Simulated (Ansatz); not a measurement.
Input, command and steps of an Ansatz relaxation.

```yaml
crystal:
  lattice:
    - [-4.9190861691, -2.8400357239, 5.2932331742]
    - [4.9190861691, -2.8400357239, 5.2932331742]
    - [1.0e-10, 5.6800714478, 5.2932331742]
  atoms:
    - { symbol: Zn, position: [0.6110097434, 0.2815261689, 0.6087513587] }
    - { symbol: Zn, position: [0.2818194677, 0.9421769201, 0.2774014301] }
    - { symbol: Zn, position: [0.942552405, 0.281359502, 0.277419522] }
    - { symbol: Zn, position: [0.2817351737, 0.6107555912, 0.6087434241] }
    - { symbol: Zn, position: [0.6109711833, 0.9422050274, 0.9482149781] }
    - { symbol: Zn, position: [0.2771981031, 0.2768457916, 0.9435089637] }
    - { symbol: Zn, position: [0.9406415724, 0.9403201583, 0.6071294135] }
    - { symbol: Zn, position: [0.9423179668, 0.6106157673, 0.9482087804] }
    - { symbol: Zn, position: [0.5565158018, 0.2262819457, 0.2225733197] }
    - { symbol: Zn, position: [0.5559434904, 0.8894710206, 0.5559272779] }
    - { symbol: Zn, position: [0.2264162922, 0.555991704, 0.2226101959] }
    - { symbol: Zn, position: [0.8898544058, 0.8893729647, 0.222048639] }
    - { symbol: Zn, position: [0.2214494419, 0.2211355561, 0.5553799231] }
    - { symbol: Zn, position: [0.5562801399, 0.5561899581, 0.8924982089] }
    - { symbol: Zn, position: [0.2214037414, 0.8885320693, 0.8876441777] }
    - { symbol: Zn, position: [0.8896688659, 0.5556074698, 0.5559448706] }
    - { symbol: Zn, position: [0.8889011464, 0.2209805391, 0.8876995479] }
    - { symbol: O, position: [0.7576623181, 0.75571378, 0.4264217804], spin: 0.25 }
    - { symbol: O, position: [0.7373439443, 0.4037993681, 0.7375440599] }
    - { symbol: O, position: [0.4041532215, 0.0710667095, 0.4035903604] }
    - { symbol: O, position: [0.0713607071, 0.4038028364, 0.4036508477] }
    - { symbol: O, position: [0.4041160849, 0.7370696994, 0.7374126057] }
    - { symbol: O, position: [0.7373399934, 0.0710171842, 0.0704360692] }
    - { symbol: O, position: [0.4033805231, 0.4030425904, 0.0695319095] }
    - { symbol: O, position: [0.0691147178, 0.0687945928, 0.7353754871] }
    - { symbol: O, position: [0.071337469, 0.7369265321, 0.0702690526] }
    - { symbol: O, position: [0.6867799627, 0.3245489462, 0.3544258497], spin: 0.25 }
    - { symbol: O, position: [0.6797262401, 0.0192983408, 0.6860065671] }
    - { symbol: O, position: [0.326227777, 0.6886164964, 0.3499417504], spin: 0.25 }
    - { symbol: O, position: [0.0195979379, 0.0191916625, 0.346193578] }
    - { symbol: O, position: [0.348158063, 0.3478915505, 0.6821631502] }
    - { symbol: O, position: [0.6902143957, 0.6872522328, -0.0093088292], spin: 0.25 }
    - { symbol: O, position: [0.348114805, 0.0154018717, 0.0145037735] }
    - { symbol: O, position: [0.0196508032, 0.6794063158, 0.685985819] }
    - { symbol: O, position: [0.015776113, 0.3477767295, 0.0144962051] }
  host:
    lattice:
      - [3.2793907794, 0.0, 0.0]
      - [-1.6396953897, 2.8400357239, 0.0]
      - [0.0, 0.0, 5.2932331742]
    atoms:
      - { symbol: Zn, position: [0.6666666667, 0.3333333333, 0.5006044116] }
      - { symbol: Zn, position: [0.3333333333, 0.6666666667, 0.0006044116] }
      - { symbol: O, position: [0.6666666667, 0.3333333333, 0.8797055884] }
      - { symbol: O, position: [0.3333333333, 0.6666666667, 0.3797055884] }
total_charge: -1
basis:
  ecutwfc: 420
  xc_grid: 2
kpoints:
  mp_grid: { grid: [2, 2, 2], shift: [0.5, 0.5, 0.5] }
hamiltonian:
  xc: pbe
scf:
  occupations: { method: gaussian, width: 0.01 }
output:
  forces: true
  stress: false
  eigenvalues: true
  populations: true
  charged_corrections:
    defect_position: [0.61131258, 0.61131258, 0.27797925]
    epsilon: [[10.5528, 0.0, 0.0], [0.0, 10.5528, 0.0], [0.0, 0.0, 11.5878]]
  write_density: true
  write_potential: true
  elf: true
  volumetric_format: npy
magnetization:
  spin_polarized: true
relax:
  adjacent_minimum: "off"
  f_tol: 0.025
  max_steps: 45
```

```bash
ansatz run input.yaml --threads 4 --pin off --max-ram 10240MiB --backend cpu --events-out ev --progress --plain --runs-dir out
```

Computed with DFT PBE, scalar-relativistic, plane waves, PAW (Ansatz).

The cell holds a point defect: Zn vacancy (site b), charge −1.

Of 4 frames 4 are shown, positions in Å and forces in eV/Å; the SCF threshold varies from step to step.

```xyz
35
Lattice="-4.9191 -2.8400 5.2932 4.9191 -2.8400 5.2932 0.0000 5.6801 5.2932" Properties=species:S:1:pos:R:3:forces:R:3 pbc="T T T" step=1 free_energy_over_end_meV_per_atom=1.15
Zn   -1.6208    0.9229    7.9467   -0.0805   -0.1286   -0.0583
Zn    3.2484   -1.9005    7.9472   -0.0332    0.0923   -0.0402
Zn   -3.2525   -1.9002    7.9469    0.1413    0.1677   -0.0898
Zn    1.6185    0.9230    7.9464    0.0970   -0.3351   -0.1506
Zn    1.6294    0.9749   13.2404   -0.1956    0.0196   -0.0906
Zn   -0.0017    3.7857    7.9269   -0.0015    0.0071    0.0369
Zn   -0.0016   -1.8935   13.1700   -0.0001    0.0080   -0.2836
Zn   -1.6317    0.9755   13.2391    0.0476   -0.0497   -0.0190
Zn   -1.6244   -0.9589    5.3217   -0.0255    0.0280    0.0485
Zn    1.6407   -0.9473   10.5936   -0.1984   -0.1227   -0.0611
Zn    1.6212   -0.9576    5.3198    0.0349    0.0096    0.0160
Zn   -0.0024   -3.7918   10.5932   -0.0091    0.3873   -0.0856
Zn   -0.0015    1.8976    5.2825   -0.0042   -0.0818   -0.0654
Zn   -0.0004    1.9100   10.6128   -0.0161   -0.0541    0.1604
Zn    3.2817    1.8896   10.5737   -0.0614    0.0446   -0.0516
Zn   -1.6433   -0.9468   10.5929    0.1021   -0.0540   -0.0489
Zn   -3.2856    1.8901   10.5737    0.0759    0.0244   -0.0523
O    -0.0096   -1.8759   10.2678    0.1342   -0.2916   -0.0018
O    -1.6407    0.9484    9.9443   -0.0911    0.0909    0.0094
O    -1.6385    0.9428    4.6517    0.0921    0.0475    0.0049
O     1.6353    0.9433    4.6518   -0.1033    0.0389    0.0047
O     1.6378    0.9475    9.9439    0.0783    0.0714    0.0011
O    -3.2777   -1.8957    4.6517   -0.0029   -0.0765    0.0111
O    -0.0017   -1.8953    4.6366   -0.0084   -0.0112   -0.1334
O    -0.0016    3.7853    4.6225   -0.0020    0.0009    0.0956
O     3.2741   -1.8964    4.6503    0.0041   -0.0932    0.0097
O    -1.7818   -0.8590    7.2293   -0.1466   -0.0327    0.1795
O    -3.2487    1.9113    7.3313    0.0623    0.0394    0.1730
O     1.7826   -0.8945    7.2241   -0.0173    0.3876    0.2734
O    -0.0020    1.8562    2.0378    0.0131   -0.0658    0.1530
O    -0.0013    1.8979    7.2952    0.0208    0.0547   -0.0310
O    -0.0146   -3.9649    7.2420    0.2045   -0.0113   -0.0402
O    -1.6366   -0.9500    2.0010    0.0654   -0.0740   -0.0298
O     3.2454    1.9111    7.3314   -0.0966   -0.0089    0.1855
O     1.6331   -0.9502    2.0011   -0.0795   -0.0287   -0.0297
35
Lattice="-4.9191 -2.8400 5.2932 4.9191 -2.8400 5.2932 0.0000 5.6801 5.2932" Properties=species:S:1:pos:R:3:forces:R:3 pbc="T T T" step=2 free_energy_over_end_meV_per_atom=0.45
Zn   -1.6210    0.9183    7.9475   -0.0452   -0.0736   -0.0444
Zn    3.2440   -1.8980    7.9471   -0.0125    0.0429   -0.0320
Zn   -3.2504   -1.9006    7.9477    0.0888    0.1014   -0.0636
Zn    1.6167    0.9226    7.9485    0.0575   -0.2282   -0.1071
Zn    1.6282    0.9769   13.2395   -0.1223    0.0131   -0.0599
Zn   -0.0019    3.7850    7.9272   -0.0005    0.0063    0.0255
Zn   -0.0019   -1.8933   13.1531    0.0000    0.0025   -0.1780
Zn   -1.6280    0.9776   13.2379    0.0148   -0.0343   -0.0137
Zn   -1.6253   -0.9585    5.3287   -0.0179    0.0194    0.0149
Zn    1.6349   -0.9527   10.5932   -0.1172   -0.0627   -0.0582
Zn    1.6217   -0.9561    5.3284    0.0232    0.0011   -0.0073
Zn   -0.0024   -3.7867   10.5931   -0.0040    0.2446   -0.0767
Zn   -0.0021    1.8976    5.2774   -0.0013   -0.0367   -0.0516
Zn   -0.0006    1.9090   10.6179   -0.0111   -0.0348    0.0991
Zn    3.2816    1.8908   10.5692   -0.0272    0.0185   -0.0434
Zn   -1.6360   -0.9519   10.5917    0.0476   -0.0217   -0.0463
Zn   -3.2855    1.8903   10.5692    0.0343    0.0098   -0.0430
O    -0.0060   -1.8851   10.2556    0.0822   -0.1828    0.0306
O    -1.6419    0.9482    9.9459   -0.0450    0.0544    0.0150
O    -1.6381    0.9431    4.6523    0.0594    0.0165    0.0162
O     1.6346    0.9440    4.6531   -0.0626    0.0156    0.0121
O     1.6386    0.9469    9.9462    0.0418    0.0490    0.0112
O    -3.2782   -1.8956    4.6520    0.0112   -0.0524    0.0168
O    -0.0017   -1.8951    4.6361   -0.0026   -0.0064   -0.0804
O    -0.0019    3.7857    4.6139   -0.0012    0.0004    0.0960
O     3.2741   -1.8958    4.6506   -0.0122   -0.0579    0.0190
O    -1.7835   -0.8630    7.2380   -0.0955   -0.0160    0.1109
O    -3.2444    1.9134    7.3358    0.0217    0.0117    0.1109
O     1.7803   -0.8817    7.2357   -0.0069    0.2508    0.1685
O    -0.0019    1.8513    2.0420    0.0025   -0.0247    0.1024
O    -0.0023    1.8983    7.2916    0.0068    0.0375   -0.0075
O    -0.0086   -3.9605    7.2441    0.1283   -0.0116   -0.0298
O    -1.6349   -0.9506    1.9976    0.0385   -0.0337   -0.0098
O     3.2399    1.9122    7.3357   -0.0303   -0.0005    0.1140
O     1.6317   -0.9516    1.9978   -0.0434   -0.0174   -0.0106
35
Lattice="-4.9191 -2.8400 5.2932 4.9191 -2.8400 5.2932 0.0000 5.6801 5.2932" Properties=species:S:1:pos:R:3:forces:R:3 pbc="T T T" step=3 free_energy_over_end_meV_per_atom=0.01
Zn   -1.6211    0.9171    7.9433    0.0019   -0.0001   -0.0009
Zn    3.2428   -1.8992    7.9431   -0.0011   -0.0038    0.0025
Zn   -3.2476   -1.8994    7.9435    0.0025   -0.0032    0.0004
Zn    1.6163    0.9171    7.9438   -0.0002    0.0003   -0.0031
Zn    1.6244    0.9770   13.2368   -0.0025    0.0026   -0.0010
Zn   -0.0021    3.7847    7.9295    0.0000    0.0012    0.0016
Zn   -0.0021   -1.8953   13.1204    0.0001    0.0024    0.0120
Zn   -1.6284    0.9763   13.2368    0.0021    0.0053   -0.0011
Zn   -1.6266   -0.9569    5.3358   -0.0007    0.0008    0.0061
Zn    1.6289   -0.9526   10.5824    0.0281    0.0130    0.0171
Zn    1.6230   -0.9571    5.3357    0.0004    0.0018    0.0089
Zn   -0.0014   -3.7780   10.5821   -0.0015   -0.0320    0.0160
Zn   -0.0024    1.8985    5.2668    0.0008    0.0020    0.0065
Zn   -0.0022    1.9086   10.6290    0.0003    0.0039    0.0076
Zn    3.2835    1.8886   10.5601    0.0024   -0.0006    0.0062
Zn   -1.6332   -0.9533   10.5823   -0.0259    0.0138    0.0163
Zn   -3.2872    1.8881   10.5601   -0.0018   -0.0008    0.0065
O    -0.0018   -1.8947   10.2705   -0.0020    0.0012    0.0024
O    -1.6413    0.9510    9.9483   -0.0021   -0.0085   -0.0050
O    -1.6371    0.9420    4.6552   -0.0063    0.0028   -0.0046
O     1.6325    0.9419    4.6556    0.0071    0.0032   -0.0075
O     1.6376    0.9515    9.9487    0.0003   -0.0086   -0.0062
O    -3.2760   -1.8979    4.6554   -0.0060    0.0046   -0.0057
O    -0.0019   -1.8949    4.6364   -0.0007   -0.0023   -0.0020
O    -0.0020    3.7850    4.6123   -0.0002   -0.0001   -0.0059
O     3.2726   -1.8974    4.6553    0.0051    0.0023   -0.0050
O    -1.7875   -0.8647    7.2502    0.0021    0.0001    0.0031
O    -3.2423    1.9145    7.3451    0.0041    0.0008   -0.0211
O     1.7827   -0.8647    7.2505   -0.0040    0.0005   -0.0009
O    -0.0025    1.8462    2.0516    0.0029   -0.0043   -0.0206
O    -0.0022    1.9007    7.2885   -0.0006   -0.0021   -0.0021
O    -0.0021   -3.9563    7.2501   -0.0001    0.0000    0.0051
O    -1.6337   -0.9529    1.9953   -0.0009    0.0007   -0.0027
O     3.2379    1.9141    7.3449   -0.0044    0.0010   -0.0200
O     1.6297   -0.9533    1.9954    0.0009    0.0021   -0.0030
35
Lattice="-4.9191 -2.8400 5.2932 4.9191 -2.8400 5.2932 0.0000 5.6801 5.2932" Properties=species:S:1:pos:R:3:forces:R:3 pbc="T T T" step=4 free_energy_over_end_meV_per_atom=0.00
Zn   -1.6198    0.9167    7.9431   -0.0008    0.0029   -0.0011
Zn    3.2419   -1.8999    7.9430    0.0022   -0.0005   -0.0008
Zn   -3.2459   -1.8999    7.9430   -0.0032   -0.0009   -0.0005
Zn    1.6156    0.9167    7.9431    0.0013    0.0027   -0.0010
Zn    1.6240    0.9782   13.2364    0.0022   -0.0020   -0.0011
Zn   -0.0021    3.7850    7.9297   -0.0001    0.0000    0.0005
Zn   -0.0020   -1.8950   13.1122   -0.0002    0.0002    0.0066
Zn   -1.6282    0.9781   13.2363   -0.0021   -0.0021   -0.0009
Zn   -1.6272   -0.9568    5.3370    0.0030   -0.0015    0.0011
Zn    1.6338   -0.9506   10.5847   -0.0126   -0.0069    0.0014
Zn    1.6230   -0.9568    5.3369   -0.0027   -0.0018    0.0016
Zn   -0.0021   -3.7838   10.5847    0.0002    0.0139    0.0011
Zn   -0.0021    1.8999    5.2654    0.0001   -0.0011    0.0004
Zn   -0.0021    1.9086   10.6302    0.0000    0.0031    0.0013
Zn    3.2844    1.8875   10.5587   -0.0009    0.0008    0.0003
Zn   -1.6379   -0.9507   10.5847    0.0124   -0.0070    0.0014
Zn   -3.2886    1.8875   10.5587    0.0011    0.0006    0.0003
O    -0.0021   -1.8950   10.2891   -0.0001    0.0000   -0.0007
O    -1.6415    0.9509    9.9477    0.0013    0.0010   -0.0014
O    -1.6367    0.9418    4.6544    0.0000   -0.0018   -0.0013
O     1.6326    0.9417    4.6544    0.0001   -0.0013   -0.0014
O     1.6373    0.9510    9.9477   -0.0013    0.0006   -0.0014
O    -3.2762   -1.8978    4.6545    0.0014    0.0009   -0.0014
O    -0.0021   -1.8950    4.6363   -0.0002    0.0000   -0.0014
O    -0.0021    3.7851    4.6072    0.0000   -0.0001   -0.0005
O     3.2720   -1.8978    4.6544   -0.0015    0.0008   -0.0011
O    -1.7845   -0.8659    7.2516   -0.0027    0.0015   -0.0009
O    -3.2397    1.9158    7.3440    0.0057    0.0031    0.0014
O     1.7803   -0.8660    7.2517    0.0031    0.0018   -0.0011
O    -0.0021    1.8435    2.0508    0.0002   -0.0066    0.0012
O    -0.0020    1.9011    7.2868   -0.0002    0.0010   -0.0003
O    -0.0021   -3.9531    7.2517    0.0000   -0.0033   -0.0008
O    -1.6336   -0.9531    1.9936    0.0010   -0.0005   -0.0003
O     3.2356    1.9158    7.3440   -0.0059    0.0029    0.0014
O     1.6295   -0.9531    1.9936   -0.0010   -0.0004   -0.0005
```

It took 3 min on 4 threads of Intel(R) Xeon(R) Platinum 8375C CPU @ 2.90GHz (Ice Lake), with other jobs on the host, peak memory 2.1 GiB.